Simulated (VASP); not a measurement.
# Bi (Im-3m) in VASP: further runs

Runs on Bi. Level: PBEsol. Tasks: single point, relaxation of cell and atoms.

Everything below comes from runs of VASP 6.6.1. Logs are shortened: lines on timing, memory, paths and dates and some standing lists are left out, and cuts for length are marked.

## 1. The structure

The structure is cubic, space group Im-3m (No. 229). Conventional cell: a = 3.754 Å, b = 3.754 Å, c = 3.754 Å, α = 90.00°, β = 90.00°, γ = 90.00°. Bi (site symmetry m-3m) has 8 Bi at 3.25 Å as nearest neighbours.

This isn't the form of Bi at room conditions, which is rhombohedral.

## 2. Single point, PBEsol

INCAR

```
SYSTEM = Bi
ALGO     = Normal         ! electronic algorithm
EDIFF    = 1E-6           ! SCF threshold, eV
ENCUT    = 520            ! plane-wave cutoff, eV
GGA      = PS             ! functional
ISIF     = 2              ! what is computed and relaxed
ISMEAR   = 0              ! smearing method
LASPH    = .TRUE.         ! aspherical terms in the spheres
LCHARG   = .TRUE.         ! write CHGCAR
LELF     = .TRUE.         ! ELF
LREAL    = .FALSE.        ! projectors in reciprocal space
LVHAR    = .TRUE.       
LWAVE    = .FALSE.        ! write WAVECAR
NBANDS   = 14             ! bands
NELM     = 100            ! most SCF steps
PREC     = Accurate       ! precision mode
SIGMA    = 0.1            ! smearing width, eV
```

KPOINTS

```
k-points
0
G
  16 16 16
  0 0 0
```

POSCAR

```
Bi
1.0
   -1.8772154759      1.8772154759      1.8772154759
    1.8772154759     -1.8772154759      1.8772154759
    1.8772154759      1.8772154759     -1.8772154759
Bi
1
Direct
    0.0000000000      0.0000000000      0.0000000000
```

Potentials or basis: VASP PAW PBE potentials, release 64 (Bi_d).

Run with:

```sh
$ cat potpaw_PBE.64/Bi_d/POTCAR > POTCAR
$ mpirun -np 1 vasp_std > vasp.out
```

OUTCAR:

```text
SYSTEM = Bi
   EDIFF = 1E-6
   ENCUT = 520
   GGA = PS
   ISIF = 2
   ISMEAR = 0
   LASPH = .TRUE.
   LREAL = .FALSE.
   NELM = 100
   PREC = Accurate

 ion  position               nearest neighbor table
   1  0.000  0.000  0.000-

  LATTYP: Found a body centered cubic cell.
 ALAT       =     3.7544309518

  Lattice vectors:

 A1 = (  -1.8772154759,   1.8772154759,   1.8772154759)
 A2 = (   1.8772154759,  -1.8772154759,   1.8772154759)
 A3 = (   1.8772154759,   1.8772154759,  -1.8772154759)

Analysis of symmetry for initial positions (statically):
=====================================================================
 Subroutine PRICEL returns:
 Original cell was already a primitive cell.

 Routine SETGRP: Setting up the symmetry group for a
 body centered cubic supercell.

 Subroutine GETGRP returns: Found 48 space group operations
 (whereof 48 operations were pure point group operations)
 out of a pool of 48 trial point group operations.

The static configuration has the point symmetry O_h .

Analysis of symmetry for dynamics (positions and initial velocities):
=====================================================================
 Subroutine PRICEL returns:
 Original cell was already a primitive cell.

 Routine SETGRP: Setting up the symmetry group for a
 body centered cubic supercell.

 Subroutine GETGRP returns: Found 48 space group operations
 (whereof 48 operations were pure point group operations)
 out of a pool of 48 trial point group operations.

The dynamic configuration has the point symmetry O_h .

 Subroutine INISYM returns: Found 48 space group operations
 (whereof 48 operations are pure point group operations),
 and found     1 'primitive' translations

----------------------------------------------------------------------------------------

                                     Primitive cell

  volume of cell :      26.4608

  direct lattice vectors                    reciprocal lattice vectors
    -1.877215476  1.877215476  1.877215476     0.000000000  0.266351949  0.266351949
     1.877215476 -1.877215476  1.877215476     0.266351949  0.000000000  0.266351949
     1.877215476  1.877215476 -1.877215476     0.266351949  0.266351949  0.000000000

  length of vectors
     3.251432581  3.251432581  3.251432581     0.376678538  0.376678538  0.376678538

  position of ions in fractional coordinates (direct lattice)
     0.000000000  0.000000000  0.000000000

  ion indices of the primitive-cell ions
   primitive index   ion index
                 1           1

----------------------------------------------------------------------------------------

 KPOINTS: k-points

Automatic generation of k-mesh.
 Grid dimensions read from file:
 generate k-points for:   16   16   16

 Generating k-lattice:

  Cartesian coordinates                     Fractional coordinates (reciprocal lattice)
     0.000000000  0.016646997  0.016646997     0.062500000  0.000000000  0.000000000
     0.016646997  0.000000000  0.016646997     0.000000000  0.062500000  0.000000000
     0.016646997  0.016646997  0.000000000     0.000000000  0.000000000  0.062500000

  Length of vectors
     0.023542409  0.023542409  0.023542409

  Shift w.r.t. Gamma in fractional coordinates (k-lattice)
     0.000000000  0.000000000  0.000000000

 Subroutine IBZKPT returns following result:
 ===========================================

 Found    145 irreducible k-points:

 Following reciprocal coordinates:
            Coordinates               Weight
  0.000000  0.000000  0.000000      1.000000
  0.062500  0.000000  0.000000     12.000000
  0.125000  0.000000  0.000000     12.000000
  0.187500  0.000000  0.000000     12.000000
  0.250000  0.000000  0.000000     12.000000
  0.312500  0.000000  0.000000     12.000000
[... 16 lines left out ...]
  0.187500  0.187500  0.000000     24.000000
  0.250000  0.187500  0.000000     48.000000
 [... further k-points ...]
   k-points           NKPTS =    145   k-points in BZ     NKDIM =    145   number of bands    NBANDS=     14
   number of dos      NEDOS =    301   number of ions     NIONS =      1
   total plane-waves  NPLWV =  13824
   dimension x,y,z NGX =    24 NGY =   24 NGZ =   24
   dimension x,y,z NGXF=    48 NGYF=   48 NGZF=   48
   ions per type =               1
   NGX,Y,Z   is equivalent  to a cutoff of  12.27, 12.27, 12.27 a.u.
   NGXF,Y,Z  is equivalent  to a cutoff of  24.54, 24.54, 24.54 a.u.
 SYSTEM =  Bi
   PREC   = accura    normal or accurate (medium, high low for compatibility)
   ISTART =      0    job   : 0-new  1-cont  2-samecut
   ICHARG =      2    charge: 1-file 2-atom 10-const
   ISPIN  =      1    spin polarized calculation?
   LNONCOLLINEAR =      F non collinear calculations
   LSORBIT =      F    spin-orbit coupling
   LASPH  =      T    aspherical Exc in radial PAW
   ENCUT  =  520.0 eV  38.22 Ry    6.18 a.u.   6.05  6.05  6.05*2*pi/ulx,y,z
   NELM   =    100;   NELMIN=  2; NELMDL= -5     # of ELM steps
   EDIFF  = 0.1E-05   stopping-criterion for ELM
   LREAL  =      F    real-space projection
   EDIFFG = 0.1E-04   stopping-criterion for IOM
   NSW    =      0    number of steps for IOM
   IBRION =     -1    ionic relax: 0-MD 1-quasi-New 2-CG
   NFREE  =      0    steps in history (QN), initial steepest desc. (CG)
   ISIF   =      2    stress and relaxation
   ISYM   =      2    0-nonsym 1-usesym 2-fastsym
   POTIM  = 0.5000    time-step for ionic-motion
   TEBEG  =    0.0;   TEEND  =   0.0 temperature during run
   PSTRESS=    0.0 pullay stress
   NELECT =      15.0000    total number of electrons
   NUPDOWN=      -1.0000    fix difference up-down
   EMIN   =  10.00;   EMAX   =-10.00  energy-range for DOS
   EFERMI =   0.00;   METHOD = LEGACY
   ISMEAR =     0;   SIGMA  =   0.10  broadening in eV -4-tet -1-fermi 0-gaus
   EFERMI_NEDOS =   21; number of points for ismear=-14 and -15
   IALGO  =     38    algorithm
   IMIX   =      4    mixing-type and parameters
     AMIX     =   0.40;   BMIX     =  1.00
     AMIX_MAG =   1.60;   BMIX_MAG =  1.00
  volume/ion in A,a.u.               =      26.46       178.57
  Fermi-wavevector in a.u.,A,eV,Ry     =   1.354891  2.560373 24.976630  1.835730
  Thomas-Fermi vector in A             =   2.482025
   LORBIT       =      0    0 simple, 1 ext, 2 COOP (PROOUT), +10 PAW based schemes
   GGA     = PS    functional components
   LHFCALC =     F    Hartree Fock is set to
   AEXX    =    0.0000 exact exchange contribution
   IVDW    =     0    specifies the selected vdW correction
   LEPSILON=     F    determine dielectric tensor
   LRPA    =     F    only Hartree local field effects (RPA)
 non-spin polarized calculation
 Gauss-broadening in eV      SIGMA  =   0.10
  energy-cutoff  :      520.00
  volume of cell :       26.46
 maximum number of plane-waves:       733
   NGX = 13   NGY = 13   NGZ = 13

 number of electron      14.9999992 magnetization

 Free energy of the ion-electron system (eV)
  ---------------------------------------------------
  ext. energy  EPLUGINS =         0.00000000
  ---------------------------------------------------
  free energy    TOTEN  =        -4.12223068 eV

  energy without entropy =       -4.11957386  energy(sigma->0) =       -4.12090227

 E-fermi :   9.8896     XC(G=0): -11.2363

 val. band max:        9.8888022809   @ k =   0.3125   0.1250   0.0625
 cond. band min:       9.9330566293   @ k =   0.3125   0.1875   0.1250
 fundamental gap:      0.0442543484
 Fermi energy:         9.8895929023

 k-point     1 :       0.0000    0.0000    0.0000
  band No.  band energies     occupation
      1     -13.1941      2.00000
      2     -13.1941      2.00000
      3     -13.1941      2.00000
      4     -12.9752      2.00000
      5     -12.9752      2.00000
      6      -4.8636      2.00000
      7      16.3234      0.00000
      8      16.3234      0.00000
      9      16.3234      0.00000
     10      20.3954      0.00000
     11      20.3954      0.00000
     12      20.3954      0.00000
     13      21.3509      0.00000
     14      22.7513      0.00000

 k-point     2 :       0.0625    0.0000    0.0000
  band No.  band energies     occupation
      1     -13.1969      2.00000
      2     -13.1900      2.00000
      3     -13.1810      2.00000
      4     -12.9784      2.00000
      5     -12.9756      2.00000
      6      -4.7773      2.00000
      7      15.3997      0.00000
      8      16.0216      0.00000
      9      16.2160      0.00000
     10      19.7835      0.00000
     11      20.1437      0.00000
     12      20.3033      0.00000
     13      21.9157      0.00000
     14      23.1298      0.00000

 k-point     3 :       0.1250    0.0000    0.0000
  band No.  band energies     occupation
      1     -13.2048      2.00000
      2     -13.1792      2.00000
      3     -13.1435      2.00000
      4     -12.9870      2.00000
      5     -12.9768      2.00000
      6      -4.5187      2.00000
      7      13.4926      0.00000
      8      15.2931      0.00000
      9      15.9023      0.00000
     10      18.8944      0.00000
     11      19.6480      0.00000
     12      20.2464      0.00000
     13      22.5759      0.00000
     14      24.0406      0.00000
[... 324 lines left out ...]
 k-point    23 :       0.1875    0.1875    0.0000
  band No.  band energies     occupation
      1     -13.2169      2.00000
      2     -13.1484      2.00000
      3     -13.0136      2.00000
      4     -12.9928      2.00000
      5     -12.9534      2.00000
      6      -2.6046      2.00000
      7       7.8948      2.00000
      8      10.7020      0.00000
      9      13.6843      0.00000
     10      18.8397      0.00000
     11      19.4451      0.00000
     12      22.2197      0.00000
     13      23.8192      0.00000
     14      25.3127      0.00000

 k-point    24 :       0.2500    0.1875    0.0000
  band No.  band energies     occupation
      1     -13.2216      2.00000
      2     -13.1349      2.00000
      3     -13.0096      2.00000
      4     -12.9972      2.00000
      5     -12.9199      2.00000
      6      -1.8548      2.00000
      7       6.6094      2.00000
      8       9.6774      1.99730
      9      13.2641      0.00000
     10      18.6819      0.00000
     11      19.9520      0.00000
     12      22.4661      0.00000
     13      24.8780      0.00000
     14      25.0168      0.00000

 [... further k-points ...]

------------------------ aborting loop because EDIFF is reached ----------------------------------------

  FORCE on cell =-STRESS in cart. coord.  units (eV):
  Direction    XX          YY          ZZ          XY          YZ          ZX
  --------------------------------------------------------------------------------------
  -------------------------------------------------------------------------------------
  Total        1.6564070      1.6564070      1.6564070     -0.0000000     -0.0000000      0.0000000
  in kB      100.2940759    100.2940759    100.2940759     -0.0000000     -0.0000000      0.0000000
  external PRESSURE =     100.2940759 kB  Pullay stress =       0.0000000 kB

 VOLUME and BASIS-vectors are now :
 -----------------------------------------------------------------------------
  energy-cutoff  :      520.00
  volume of cell :       26.46
      direct lattice vectors                 reciprocal lattice vectors
    -1.877215476  1.877215476  1.877215476     0.000000000  0.266351949  0.266351949
     1.877215476 -1.877215476  1.877215476     0.266351949  0.000000000  0.266351949
     1.877215476  1.877215476 -1.877215476     0.266351949  0.266351949  0.000000000

 POSITION                                       TOTAL-FORCE (eV/Angst)
 -----------------------------------------------------------------------------------
      0.00000      0.00000      0.00000        -0.000000     -0.000000      0.000000
 -----------------------------------------------------------------------------------
    total drift:                                0.000000      0.000000     -0.000000

  FREE ENERGIE OF THE ION-ELECTRON SYSTEM (eV)
  ---------------------------------------------------
  free  energy   TOTEN  =        -4.1222306833 eV

  energy  without entropy=       -4.1195738568  energy(sigma->0) =       -4.12090227
```

Run time: 28 s. Hardware: 1 thread of Intel Xeon Platinum 8488C (Sapphire Rapids), shared host; peak memory 0.17 GiB.

Results:

| Property | Result |
| --- | --- |
| Free energy | -4.1222 eV |
| Pressure | 10.0 GPa |
| Band gap on the k mesh | none (metal or under the smearing width) |

Caveat: the PAW data sets were made with another functional, which shifts forces and pressure a little; spin-orbit coupling is left out, which moves the levels of the heavy elements.

## 3. Relaxation of cell and atoms, PBEsol, target pressure 10.1 GPa, at which the enthalpy is minimised

INCAR

```
SYSTEM = Bi
ALGO = Normal ; EDIFF = 1E-6
EDIFFG = -0.002 ; ENCUT = 600
GGA = PS ; IBRION = 2
ISIF = 3 ; ISMEAR = 0
LASPH = .TRUE. ; LCHARG = .FALSE.
LREAL = .FALSE. ; LWAVE = .FALSE.
NELM = 100 ; NSW = 100
PREC = Accurate ; PSTRESS = 101.0
SIGMA = 0.1
```

KPOINTS is that of step 2.

POSCAR is that of step 2.

Potentials or basis: VASP PAW PBE potentials, release 64 (Bi_d).

Run with:

```sh
$ cat potpaw_PBE.64/Bi_d/POTCAR > POTCAR
$ mpirun -np 1 vasp_std > vasp.out
```

OUTCAR:

```text
SYSTEM = Bi
   EDIFF = 1E-6
   EDIFFG = -0.002
   ENCUT = 600
   GGA = PS
   IBRION = 2
   ISIF = 3
   ISMEAR = 0
   LASPH = .TRUE.
   LREAL = .FALSE.
   NELM = 100
   NSW = 100
   PREC = Accurate
   PSTRESS = 101.0

 ion  position               nearest neighbor table
   1  0.000  0.000  0.000-

  LATTYP: Found a body centered cubic cell.
 ALAT       =     3.7544309518

  Lattice vectors:

 A1 = (  -1.8772154759,   1.8772154759,   1.8772154759)
 A2 = (   1.8772154759,  -1.8772154759,   1.8772154759)
 A3 = (   1.8772154759,   1.8772154759,  -1.8772154759)

Analysis of symmetry for initial positions (statically):
=====================================================================
 Subroutine PRICEL returns:
 Original cell was already a primitive cell.

 Routine SETGRP: Setting up the symmetry group for a
 body centered cubic supercell.

 Subroutine GETGRP returns: Found 48 space group operations
 (whereof 48 operations were pure point group operations)
 out of a pool of 48 trial point group operations.

The static configuration has the point symmetry O_h .
[... 172 lines left out ...]
      2     -13.1943      2.00000
      3     -13.1943      2.00000
      4     -12.9754      2.00000
      5     -12.9754      2.00000
      6      -4.8639      2.00000
      7      16.3230      0.00000
      8      16.3230      0.00000
      9      16.3230      0.00000
     10      20.3954      0.00000
     11      20.3954      0.00000
[... 309 lines left out ...]
 k-point    24 :       0.2500    0.1875    0.0000
  band No.  band energies     occupation
      1     -13.2217      2.00000
      2     -13.1350      2.00000
      3     -13.0097      2.00000
      4     -12.9972      2.00000
      5     -12.9199      2.00000
      6      -1.8551      2.00000
      7       6.6092      2.00000
      8       9.6773      1.99730
      9      13.2639      0.00000
     10      18.6818      0.00000
     11      19.9519      0.00000

 [... further k-points ...]

------------------------ aborting loop because EDIFF is reached ----------------------------------------

  FORCE on cell =-STRESS in cart. coord.  units (eV):
  Direction    XX          YY          ZZ          XY          YZ          ZX
  --------------------------------------------------------------------------------------
  -------------------------------------------------------------------------------------
  Total        1.6675271      1.6675271      1.6675271      0.0000000      0.0000000      0.0000000
  in kB      100.9673885    100.9673885    100.9673885      0.0000000      0.0000000      0.0000000
  external PRESSURE =      -0.0326115 kB  Pullay stress =     101.0000000 kB

 VOLUME and BASIS-vectors are now :
 -----------------------------------------------------------------------------
  energy-cutoff  :      600.00
  volume of cell :       26.46
      direct lattice vectors                 reciprocal lattice vectors
    -1.877215476  1.877215476  1.877215476     0.000000000  0.266351949  0.266351949
     1.877215476 -1.877215476  1.877215476     0.266351949  0.000000000  0.266351949
     1.877215476  1.877215476 -1.877215476     0.266351949  0.266351949  0.000000000

 POSITION                                       TOTAL-FORCE (eV/Angst)
 -----------------------------------------------------------------------------------
      0.00000      0.00000      0.00000         0.000000      0.000000      0.000000
 -----------------------------------------------------------------------------------
    total drift:                               -0.000000     -0.000000     -0.000000

  FREE ENERGIE OF THE ION-ELECTRON SYSTEM (eV)
  ---------------------------------------------------
  free  energy   TOTEN  =        -4.1225188258 eV

  energy  without entropy=       -4.1198623105  energy(sigma->0) =       -4.12119057

  enthalpy is  TOTEN    =        -2.4544530940 eV   P V=        1.6680657318

 reached required accuracy - stopping structural energy minimisation
```

OSZICAR:

```text
N       E                     dE             d eps       ncg     rms          rms(c)
DAV:   1     0.110214401800E+03    0.11021E+03   -0.88424E+03  3199   0.182E+03
DAV:   2     0.132966016758E+01   -0.10888E+03   -0.10628E+03  3253   0.386E+02
DAV:   3    -0.400355736275E+01   -0.53332E+01   -0.52322E+01  3636   0.911E+01
DAV:   4    -0.412852373726E+01   -0.12497E+00   -0.12487E+00  3816   0.146E+01
DAV:   5    -0.413362747378E+01   -0.51037E-02   -0.51034E-02  4100   0.267E+00    0.561E-01
DAV:   6    -0.412547582771E+01    0.81516E-02   -0.10295E-02  3894   0.181E+00    0.299E-01
DAV:   7    -0.412264774112E+01    0.28281E-02   -0.59248E-03  3814   0.137E+00    0.741E-02
DAV:   8    -0.412252520275E+01    0.12254E-03   -0.40913E-04  3689   0.383E-01    0.797E-03
DAV:   9    -0.412252014889E+01    0.50539E-05   -0.13285E-05  4071   0.669E-02    0.353E-03
DAV:  10    -0.412251877242E+01    0.13765E-05   -0.75821E-07  2163   0.134E-02    0.423E-04
DAV:  11    -0.412251882583E+01   -0.53413E-07   -0.19709E-07  2003   0.869E-03
   1 F= -.24544531E+01 E0= -.24531248E+01  d E =-.245445E+01
```

Run time: 50 s. Hardware: 1 thread of Intel Xeon Platinum 8488C (Sapphire Rapids), shared host; peak memory 0.19 GiB.

What came out:

| Item | Value |
| --- | --- |
| Free energy | -4.1225 eV |
| Pressure after relaxing | 10.1 GPa |
| Band gap on the k mesh | none (metal or under the smearing width) |

Final structure:
```
Bi
1.0
    -1.87722    1.87722    1.87722
     1.87722   -1.87722    1.87722
     1.87722    1.87722   -1.87722
Bi
1
Cartesian
  0.0000 0.0000 0.0000
```

Caveat: the relaxation stopped at its first step, so nothing moved; the cell is relaxed towards a set pressure, so the enthalpy falls and the energy may rise; the PAW data sets were made with another functional, which shifts forces and pressure a little; spin-orbit coupling is left out, which moves the levels of the heavy elements.
